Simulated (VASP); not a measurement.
# Ni (Fm-3m) in VASP: notebook

Runs on Ni. Level: PBE. Tasks: relaxation of cell and atoms.

All numbers are computed with VASP 6.6.1; they aren't measurements. Logs are shortened: lines on timing, memory, paths and dates and some standing lists are left out, and cuts for length are marked.

### Step 1. The crystal as given

It takes space group Fm-3m (No. 225, cubic). The conventional cell has a = 3.524 Å, b = 3.524 Å, c = 3.524 Å, α = 90.00°, β = 90.00°, γ = 90.00°. Ni (site symmetry m-3m) is surrounded by 12 Ni at 2.49 Å.

### Step 2. Relaxation of cell and atoms, PBE, collinear spin, ferromagnetic start

File INCAR:

```
ALGO = Fast ; EDIFF = 1E-7
EDIFFG = -0.002 ; ENCUT = 520
GGA = PE ; IBRION = 2
ISIF = 3 ; ISMEAR = 0
ISPIN = 2 ; LASPH = True
LCHARG = False ; LMAXMIX = 4
LORBIT = 11 ; LREAL = False
LWAVE = False ; MAGMOM = 0.8
NELM = 150 ; NSW = 80
PREC = Accurate ; SIGMA = 0.1
```

File KPOINTS:

```
k-points
0
Gamma
  8 8 8
```

File POSCAR:

```
Ni
1.0
    0.0000000000      1.7619350000      1.7619350000
    1.7619350000      0.0000000000      1.7619350000
    1.7619350000      1.7619350000      0.0000000000
Ni
1
Direct
    0.0000000000      0.0000000000      0.0000000000
```

Potentials or basis: VASP PAW PBE potentials, release 64 (Ni).

Launch:

```bash
cat potpaw_PBE.64/Ni/POTCAR > POTCAR
mpirun -np 1 vasp_std > vasp.out
```

OUTCAR:

```text
EDIFF = 1E-7
   EDIFFG = -0.002
   ENCUT = 520
   GGA = PE
   IBRION = 2
   ISIF = 3
   ISMEAR = 0
   ISPIN = 2
   LASPH = True
   LORBIT = 11
   LREAL = False
   NELM = 150
   NSW = 80
   PREC = Accurate

 ion  position               nearest neighbor table
   1  0.000  0.000  0.000-

  LATTYP: Found a face centered cubic cell.
 ALAT       =     3.5238700000

  Lattice vectors:

 A1 = (   0.0000000000,   1.7619350000,   1.7619350000)
 A2 = (   1.7619350000,   0.0000000000,   1.7619350000)
 A3 = (   1.7619350000,   1.7619350000,   0.0000000000)

Analysis of symmetry for initial positions (statically):
=====================================================================
 Subroutine PRICEL returns:
 Original cell was already a primitive cell.

 Routine SETGRP: Setting up the symmetry group for a
 face centered cubic supercell.

 Subroutine GETGRP returns: Found 48 space group operations
 (whereof 48 operations were pure point group operations)
 out of a pool of 48 trial point group operations.

The static configuration has the point symmetry O_h .

Analysis of symmetry for dynamics (positions and initial velocities):
=====================================================================
 Subroutine PRICEL returns:
 Original cell was already a primitive cell.

 Routine SETGRP: Setting up the symmetry group for a
 face centered cubic supercell.

 Subroutine GETGRP returns: Found 48 space group operations
 (whereof 48 operations were pure point group operations)
 out of a pool of 48 trial point group operations.

The dynamic configuration has the point symmetry O_h .

Analysis of structural, dynamic, and magnetic symmetry:
=====================================================================
 Subroutine PRICEL returns:
 Original cell was already a primitive cell.

 Routine SETGRP: Setting up the symmetry group for a
 face centered cubic supercell.

 Subroutine GETGRP returns: Found 48 space group operations
 (whereof 48 operations were pure point group operations)
 out of a pool of 48 trial point group operations.

The overall configuration has the point symmetry O_h .

 Subroutine INISYM returns: Found 48 space group operations
 (whereof 48 operations are pure point group operations),
 and found     1 'primitive' translations

----------------------------------------------------------------------------------------

                                     Primitive cell

  volume of cell :      10.9396

  direct lattice vectors                    reciprocal lattice vectors
     0.000000000  1.761935000  1.761935000    -0.283778914  0.283778914  0.283778914
     1.761935000  0.000000000  1.761935000     0.283778914 -0.283778914  0.283778914
     1.761935000  1.761935000  0.000000000     0.283778914  0.283778914 -0.283778914

  length of vectors
     2.491752373  2.491752373  2.491752373     0.491519496  0.491519496  0.491519496

  position of ions in fractional coordinates (direct lattice)
     0.000000000  0.000000000  0.000000000

  ion indices of the primitive-cell ions
   primitive index   ion index
                 1           1

----------------------------------------------------------------------------------------

 KPOINTS: k-points

Automatic generation of k-mesh.
 Grid dimensions read from file:
 generate k-points for:    8    8    8

 Generating k-lattice:

  Cartesian coordinates                     Fractional coordinates (reciprocal lattice)
    -0.035472364  0.035472364  0.035472364     0.125000000  0.000000000  0.000000000
     0.035472364 -0.035472364  0.035472364     0.000000000  0.125000000  0.000000000
     0.035472364  0.035472364 -0.035472364     0.000000000  0.000000000  0.125000000

  Length of vectors
     0.061439937  0.061439937  0.061439937

  Shift w.r.t. Gamma in fractional coordinates (k-lattice)
     0.000000000  0.000000000  0.000000000

 Subroutine IBZKPT returns following result:
 ===========================================

 Found     29 irreducible k-points:

 Following reciprocal coordinates:
            Coordinates               Weight
  0.000000  0.000000  0.000000      1.000000
  0.125000  0.000000  0.000000      8.000000
  0.250000  0.000000  0.000000      8.000000
  0.375000  0.000000  0.000000      8.000000
  0.500000  0.000000  0.000000      4.000000
  0.125000  0.125000  0.000000      6.000000
[... 16 lines left out ...]
  0.500000  0.250000  0.125000     48.000000
 -0.375000  0.250000  0.125000     24.000000
 [... further k-points ...]
   k-points           NKPTS =     29   k-points in BZ     NKDIM =     29   number of bands    NBANDS=      9
   number of dos      NEDOS =    301   number of ions     NIONS =      1
   total plane-waves  NPLWV =   8000
   dimension x,y,z NGX =    20 NGY =   20 NGZ =   20
   dimension x,y,z NGXF=    40 NGYF=   40 NGZF=   40
   ions per type =               1
   NGX,Y,Z   is equivalent  to a cutoff of  13.34, 13.34, 13.34 a.u.
   NGXF,Y,Z  is equivalent  to a cutoff of  26.69, 26.69, 26.69 a.u.
 SYSTEM =  unknown system
   PREC   = accura    normal or accurate (medium, high low for compatibility)
   ISTART =      0    job   : 0-new  1-cont  2-samecut
   ICHARG =      2    charge: 1-file 2-atom 10-const
   ISPIN  =      2    spin polarized calculation?
   LNONCOLLINEAR =      F non collinear calculations
   LSORBIT =      F    spin-orbit coupling
   LASPH  =      T    aspherical Exc in radial PAW
   ENCUT  =  520.0 eV  38.22 Ry    6.18 a.u.   4.63  4.63  4.63*2*pi/ulx,y,z
   NELM   =    150;   NELMIN=  2; NELMDL= -5     # of ELM steps
   EDIFF  = 0.1E-06   stopping-criterion for ELM
   LREAL  =      F    real-space projection
   EDIFFG = -.2E-02   stopping-criterion for IOM
   NSW    =     80    number of steps for IOM
   IBRION =      2    ionic relax: 0-MD 1-quasi-New 2-CG
   NFREE  =      1    steps in history (QN), initial steepest desc. (CG)
   ISIF   =      3    stress and relaxation
   ISYM   =      2    0-nonsym 1-usesym 2-fastsym
   POTIM  = 0.5000    time-step for ionic-motion
   TEBEG  =    0.0;   TEEND  =   0.0 temperature during run
   PSTRESS=    0.0 pullay stress
   NELECT =      10.0000    total number of electrons
   NUPDOWN=      -1.0000    fix difference up-down
   EMIN   =  10.00;   EMAX   =-10.00  energy-range for DOS
   EFERMI =   0.00;   METHOD = LEGACY
   ISMEAR =     0;   SIGMA  =   0.10  broadening in eV -4-tet -1-fermi 0-gaus
   EFERMI_NEDOS =   21; number of points for ismear=-14 and -15
   IALGO  =     68    algorithm
   IMIX   =      4    mixing-type and parameters
     AMIX     =   0.40;   BMIX     =  1.00
     AMIX_MAG =   1.60;   BMIX_MAG =  1.00
  volume/ion in A,a.u.               =      10.94        73.82
  Fermi-wavevector in a.u.,A,eV,Ry     =   1.588821  3.002436 34.345893  2.524352
  Thomas-Fermi vector in A             =   2.687765
   LORBIT       =     11    0 simple, 1 ext, 2 COOP (PROOUT), +10 PAW based schemes
   GGA     = PE    functional components
   LHFCALC =     F    Hartree Fock is set to
   AEXX    =    0.0000 exact exchange contribution
   IVDW    =     0    specifies the selected vdW correction
   LEPSILON=     F    determine dielectric tensor
   LRPA    =     F    only Hartree local field effects (RPA)
 conjugate gradient relaxation of ions
 spin polarized calculation
 RMM-DIIS sequential band-by-band and
 Gauss-broadening in eV      SIGMA  =   0.10
  energy-cutoff  :      520.00
  volume of cell :       10.94
 maximum number of plane-waves:       304
   NGX =  9   NGY =  9   NGZ =  9

--------------------------------------- Ionic step        1  -------------------------------------------

 number of electron      10.0000010 magnetization       0.6992166

 Free energy of the ion-electron system (eV)
  ---------------------------------------------------
  ext. energy  EPLUGINS =         0.00000000
  ---------------------------------------------------
  free energy    TOTEN  =        -5.47423428 eV

  energy without entropy =       -5.46435501  energy(sigma->0) =       -5.46929464

------------------------ aborting loop because EDIFF is reached ----------------------------------------

  FORCE on cell =-STRESS in cart. coord.  units (eV):
  Direction    XX          YY          ZZ          XY          YZ          ZX
  --------------------------------------------------------------------------------------
  -------------------------------------------------------------------------------------
  Total       -0.0426776     -0.0426776     -0.0426776      0.0000000      0.0000000      0.0000000
  in kB       -6.2504488     -6.2504488     -6.2504488      0.0000000      0.0000000      0.0000000
  external PRESSURE =      -6.2504488 kB  Pullay stress =       0.0000000 kB
[... 86 lines left out ...]
  FREE ENERGIE OF THE ION-ELECTRON SYSTEM (eV)
  ---------------------------------------------------
  free  energy   TOTEN  =        -5.4743115292 eV

  energy  without entropy=       -5.4644732808  energy(sigma->0) =       -5.46939240

[... ionic steps 4 to 7 ...]

--------------------------------------- Ionic step        8  -------------------------------------------

 number of electron      10.0000009 magnetization       0.6992164

------------------------ aborting loop because EDIFF is reached ----------------------------------------
[... 65 lines left out ...]
--------------------------------------- Ionic step       10  -------------------------------------------

 number of electron      10.0000009 magnetization       0.6992164

 Free energy of the ion-electron system (eV)
  ---------------------------------------------------
  ext. energy  EPLUGINS =         0.00000000
  ---------------------------------------------------
  free energy    TOTEN  =        -5.47431139 eV

  energy without entropy =       -5.46447096  energy(sigma->0) =       -5.46939118

 E-fermi :   9.3390     XC(G=0): -13.2458

 val. band max:        9.3053961687   @ k =   0.3750   0.3750   0.0000
 cond. band min:       9.3413844316   @ k =   0.5000   0.3750   0.1250
 fundamental gap:      0.0359882628
 Fermi energy:         9.3389957246

 spin component 1

 k-point     1 :       0.0000    0.0000    0.0000
  band No.  band energies     occupation
      1       0.3409      1.00000
      2       6.8566      1.00000
      3       6.8566      1.00000
      4       6.8566      1.00000
      5       8.0262      1.00000
      6       8.0262      1.00000
      7      33.0451      0.00000
      8      36.8837      0.00000
      9      36.8837      0.00000
[... 265 lines left out ...]
 k-point    24 :      -0.3750    0.2500    0.1250
  band No.  band energies     occupation
      1       5.3427      1.00000
      2       6.1973      1.00000
      3       6.7817      1.00000
      4       7.4968      1.00000
      5       8.5857      1.00000
      6      12.6629      0.00000
      7      15.3775      0.00000
      8      25.2937      0.00000
      9      26.1753      0.00000

 [... further k-points ...]

 spin component 2

 k-point     1 :       0.0000    0.0000    0.0000
  band No.  band energies     occupation
      1       0.3233      1.00000
      2       7.6795      1.00000
      3       7.6795      1.00000
      4       7.6795      1.00000
      5       8.6842      1.00000
      6       8.6842      1.00000
      7      32.8934      0.00000
      8      36.8828      0.00000
      9      36.8828      0.00000
[... 304 lines left out ...]
  FREE ENERGIE OF THE ION-ELECTRON SYSTEM (eV)
  ---------------------------------------------------
  free  energy   TOTEN  =        -5.4743113949 eV

  energy  without entropy=       -5.4644709603  energy(sigma->0) =       -5.46939118

 reached required accuracy - stopping structural energy minimisation

 total charge

# of ion       s       p       d       tot
------------------------------------------
    1        0.498   0.501   8.305   9.304

 magnetization (x)

# of ion       s       p       d       tot
------------------------------------------
    1       -0.004  -0.022   0.735   0.709
```

It took 28 s on 1 thread of Intel Xeon Platinum 8488C (Sapphire Rapids), shared host; peak memory 0.13 GiB.

What came out:

| Quantity | Value |
| --- | --- |
| Free energy | -5.4743 eV |
| Relaxed volume | 10.90 Å³/atom |
| Relaxed cell | a = 2.489 Å, b = 2.489 Å, c = 2.489 Å, α = 60.00°, β = 60.00°, γ = 60.00° |
| Space group after relaxing (to 0.05 Å) | Fm-3m (No. 225) |
| Energy gained by relaxing | 0.1 meV/atom |
| Ionic steps | 10 |
| Pressure after relaxing | 0.0 GPa |
| Band gap on the k mesh | none (metal or under the smearing width) |
| Net moment | 0.70 μB per cell |
| Site moments | Ni +0.71 μB |
| Valence electrons inside the program's atomic spheres | Ni 9.30 |

Final structure:
```cif
data_structure
_symmetry_space_group_name_H-M 'P 1'
_symmetry_Int_Tables_number 1
_cell_length_a 2.4890
_cell_length_b 2.4890
_cell_length_c 2.4890
_cell_angle_alpha 60.000
_cell_angle_beta 60.000
_cell_angle_gamma 60.000
_cell_volume 10.90
loop_
_atom_site_label
_atom_site_type_symbol
_atom_site_fract_x
_atom_site_fract_y
_atom_site_fract_z
_atom_site_occupancy
Ni1 Ni 0.00000 0.00000 0.00000 1
```

Caveat: the k mesh is coarse (spacing up to 0.39 Å⁻¹), so the values aren't converged.

### Step 3. Relaxation of cell and atoms, PBE, collinear spin, ferromagnetic start

This run uses another cell than the first one, of 10.90 Å³/atom, 0.997 times its volume.

INCAR is that of step 2.

KPOINTS is that of step 2.

File POSCAR:

```
Ni                                      
1.0
   -0.0000000000      1.7600209985      1.7600209985
    1.7600209985     -0.0000000000      1.7600209985
    1.7600209985      1.7600209985     -0.0000000000
  Ni            
     1
Direct
     0.0000000000000000    0.0000000000000000    0.0000000000000000
```

Potentials or basis: VASP PAW PBE potentials, release 64 (Ni).

Launch:

```bash
cat potpaw_PBE.64/Ni/POTCAR > POTCAR
mpirun -np 1 vasp_std > vasp.out
```

OUTCAR:

```text
EDIFF = 1E-7
   EDIFFG = -0.002
   ENCUT = 520
   GGA = PE
   IBRION = 2
   ISIF = 3
   ISMEAR = 0
   ISPIN = 2
   LASPH = True
   LORBIT = 11
   LREAL = False
   NELM = 150
   NSW = 80
   PREC = Accurate

 ion  position               nearest neighbor table
   1  0.000  0.000  0.000-

  LATTYP: Found a face centered cubic cell.
 ALAT       =     3.5200419970

  Lattice vectors:
[... 783 lines left out ...]

 [... further k-points ...]
[... 5 lines left out ...]
  --------------------------------------------------------------------------------------
  -------------------------------------------------------------------------------------
  Total        0.0004100      0.0004100      0.0004100      0.0000000      0.0000000     -0.0000000
  in kB        0.0602487      0.0602487      0.0602487      0.0000000      0.0000000     -0.0000000
  external PRESSURE =       0.0602487 kB  Pullay stress =       0.0000000 kB

 VOLUME and BASIS-vectors are now :
 -----------------------------------------------------------------------------
  energy-cutoff  :      520.00
  volume of cell :       10.90
      direct lattice vectors                 reciprocal lattice vectors
     0.000000000  1.760020998  1.760020998    -0.284087520  0.284087520  0.284087520
     1.760020998  0.000000000  1.760020998     0.284087520 -0.284087520  0.284087520
     1.760020998  1.760020998  0.000000000     0.284087520  0.284087520 -0.284087520

 POSITION                                       TOTAL-FORCE (eV/Angst)
 -----------------------------------------------------------------------------------
      0.00000      0.00000      0.00000         0.000000     -0.000000     -0.000000
 -----------------------------------------------------------------------------------
    total drift:                                0.000000      0.000000      0.000000

  FREE ENERGIE OF THE ION-ELECTRON SYSTEM (eV)
  ---------------------------------------------------
  free  energy   TOTEN  =        -5.4743072907 eV

  energy  without entropy=       -5.4644668250  energy(sigma->0) =       -5.46938706

 reached required accuracy - stopping structural energy minimisation

 total charge

# of ion       s       p       d       tot
------------------------------------------
    1        0.498   0.501   8.305   9.304

 magnetization (x)

# of ion       s       p       d       tot
------------------------------------------
    1       -0.004  -0.022   0.735   0.709
```

OSZICAR:

```text
N       E                     dE             d eps       ncg     rms          rms(c)
DAV:   1     0.218968938864E+02    0.21897E+02   -0.49580E+03  1076   0.142E+03
DAV:   2    -0.609067004335E+01   -0.27988E+02   -0.26842E+02  1066   0.162E+02
DAV:   3    -0.649881007073E+01   -0.40814E+00   -0.40714E+00  1207   0.259E+01
DAV:   4    -0.650324714485E+01   -0.44371E-02   -0.44367E-02  1245   0.236E+00
DAV:   5    -0.650336076550E+01   -0.11362E-03   -0.11361E-03  1231   0.333E-01    0.982E+00
RMM:   6    -0.579740286181E+01    0.70596E+00   -0.49144E+00  1044   0.394E+01    0.640E+00
RMM:   7    -0.549879901768E+01    0.29860E+00   -0.82679E-01  1044   0.170E+01    0.224E+00
RMM:   8    -0.547667936923E+01    0.22120E-01   -0.16003E-02  1069   0.158E+00    0.988E-01
RMM:   9    -0.547481144519E+01    0.18679E-02   -0.21145E-03  1108   0.551E-01    0.213E-01
RMM:  10    -0.547430129883E+01    0.51015E-03   -0.46604E-04  1051   0.381E-01    0.544E-02
RMM:  11    -0.547430564710E+01   -0.43483E-05   -0.10669E-04  1093   0.998E-02    0.353E-02
RMM:  12    -0.547430676013E+01   -0.11130E-05   -0.16812E-05  1146   0.399E-02    0.107E-02
RMM:  13    -0.547430722772E+01   -0.46759E-06   -0.20408E-06  1107   0.151E-02    0.111E-03
RMM:  14    -0.547430729068E+01   -0.62958E-07   -0.44338E-07   852   0.683E-03
   1 F= -.54743073E+01 E0= -.54693871E+01  d E =-.547431E+01  mag=     0.6992
```

It used 6.1 s of CPU time on 1 thread of Intel(R) Xeon(R) Platinum 8488C (Sapphire Rapids), with other jobs on the host, which was overloaded at the time.

Results:

| Property | Result |
| --- | --- |
| Free energy | -5.4743 eV |
| Pressure after relaxing | 0.0 GPa |
| Band gap on the k mesh | none (metal or under the smearing width) |
| Net moment | 0.70 μB per cell |
| Site moments | Ni +0.71 μB |
| Valence electrons inside the program's atomic spheres | Ni 9.30 |

Final structure:
```yaml
crystal:
  lattice:
    - [0.00000, 1.76002, 1.76002]
    - [1.76002, 0.00000, 1.76002]
    - [1.76002, 1.76002, 0.00000]
  atoms:
    - { symbol: Ni, position: [0.00000, 0.00000, 0.00000] }
```

Levels at points of the mesh, in eV from the Fermi level:
Spin up:
| k point | band 2 | band 3 | band 4 | band 5 | band 6 | band 7 | band 8 | band 9 |
| --- | --- | --- | --- | --- | --- | --- | --- | --- |
| (0.00, 0.00, 0.00) | -2.48 | -2.48 | -2.48 | -1.31 | -1.31 | 23.71 | 27.54 | 27.54 |
| (0.50, 0.00, 0.00) | -2.46 | -2.46 | -0.66 | -0.66 | -0.29 | 5.61 | 22.20 | 24.62 |
| (0.50, 0.50, 0.00) | -4.23 | -0.61 | -0.54 | -0.54 | 2.44 | 9.17 | 14.80 | 14.80 |
Spin down:
| k point | band 1 | band 2 | band 3 | band 4 | band 5 | band 6 | band 7 | band 8 | band 9 |
| --- | --- | --- | --- | --- | --- | --- | --- | --- | --- |
| (0.00, 0.00, 0.00) | -9.02 | -1.66 | -1.66 | -1.66 | -0.65 | -0.65 | 23.55 | 27.54 | 27.54 |
| (0.50, 0.00, 0.00) | -4.38 | -1.78 | -1.78 | -0.34 | 0.17 | 0.17 | 6.08 | 22.06 | 24.74 |
| (0.50, 0.50, 0.00) | -4.28 | -3.55 | 0.08 | 0.40 | 0.40 | 2.42 | 9.46 | 14.83 | 14.83 |

Caveat: the k mesh is coarse (spacing up to 0.39 Å⁻¹), so the values aren't converged; the relaxation stopped at its first step, so nothing moved.
